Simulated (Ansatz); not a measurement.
# Si: energy over two strains

A grid of calculations on Si (Fd-3m, No. 227; 2 atoms in the cell), to see where the energy is lowest and how it rises around there.

Program: Ansatz 0.2.0. Level of theory: DFT PBE, scalar-relativistic, plane waves, PAW. These are calculated values, not measurements.

1 further run of the same task is left out (set aside as unsound or not needed).

## Step 1: Starting point

Symmetry: Fd-3m, No. 227, cubic system. Conventional cell: a = 5.470 Å, b = 5.470 Å, c = 5.470 Å, α = 90.00°, β = 90.00°, γ = 90.00°. Si (site symmetry -43m) is surrounded by 4 Si at 2.37 Å.

Coordinates:

```cif
data_structure
_symmetry_space_group_name_H-M 'P 1'
_symmetry_Int_Tables_number 1
_cell_length_a 3.8675
_cell_length_b 3.8675
_cell_length_c 3.8675
_cell_angle_alpha 60.000
_cell_angle_beta 60.000
_cell_angle_gamma 60.000
_cell_volume 40.91
loop_
_atom_site_label
_atom_site_type_symbol
_atom_site_fract_x
_atom_site_fract_y
_atom_site_fract_z
_atom_site_occupancy
Si1 Si 0.50000 0.50000 0.50000 1
Si2 Si 0.75000 0.75000 0.75000 1
```

This cell was relaxed beforehand with the same method: volume 20.45 Å³/atom, gap on the mesh 0.62 eV.

## Step 3: The grid

The energy is mapped over two homogeneous strains (x along [1 0 0], y along [0 1 0], z along [0 0 1] of the conventional cell).

- strain +e along x and -e along y: 9 values from −11.00 to 11.00 %
- strain +e along z and -e/2 along x and y: 9 values from −7.00 to 7.00 %

Nothing else is relaxed (symmetry fixes all fractional coordinates). Energies count from the relaxed crystal. Points are written as (first, second).

(The set-up runs are not shown.)

## Step 4: Point (−2.75 %, −7.00 %)

File input.yaml:

```yaml
crystal:
  lattice:
    - [0.0, 2.9056831912, 2.543327405]
    - [2.7552713554, 0.0, 2.543327405]
    - [2.7552713554, 2.9056831912, 0.0]
  atoms:
    - { symbol: Si, position: [0.5, 0.5, 0.5] }
    - { symbol: Si, position: [0.75, 0.75, 0.75] }
basis:
  ecutwfc: 420
kpoints:
  mp_grid: { grid: [8, 8, 8] }
hamiltonian:
  xc: pbe
  pseudopotentials: { kind: paw, azcp: { folder: soft_1 } }
scf:
  occupations: { method: gaussian, width: 0.05 }
output:
  forces: true
  stress: true
  eigenvalues: true
```

Launch:

```console
ansatz run input.yaml --threads 1 --pin off --max-ram 2048MiB --backend cpu --events-out ev --progress --plain --runs-dir out
```

The session goes on with these runs: the other points that were computed.

**Question.** What will these runs give? Wanted: lowest point; highest computed point; pressure.

**Answer**, as computed:

```
              quantity                                                                              value
          lowest point                                                       (0.00 %, 0.00 %), 0 meV/atom
highest computed point                                 (−11.00 %, −7.00 %), 214 meV/atom above the lowest
        pressure (GPa)  −0.65 at (−11.00 %, 7.00 %) to 0.06 at (0.00 %, 7.00 %); 0.02 at the lowest point
   time for all points                                                      33 s on 1 thread, shared host
```

The lowest computed point is at (0.00 %, 0.00 %), which is the relaxed crystal itself. The grid shows no other well, apart from its symmetry copies. The highest computed point, (−11.00 %, −7.00 %), lies 214 meV/atom above the lowest. Round the minimum the two coordinates are nearly uncoupled. The curvatures of the interpolated surface at the minimum, over the volume, give stiffnesses of about 200 and 140 GPa for the two patterns (per unit amplitude as drawn, so not the usual moduli); on a grid this wide they are rough. The gap closes in part of the range.

The gaps are Kohn-Sham values of a semilocal functional, not quasiparticle or optical gaps. Such gaps usually fall short of the measured ones.
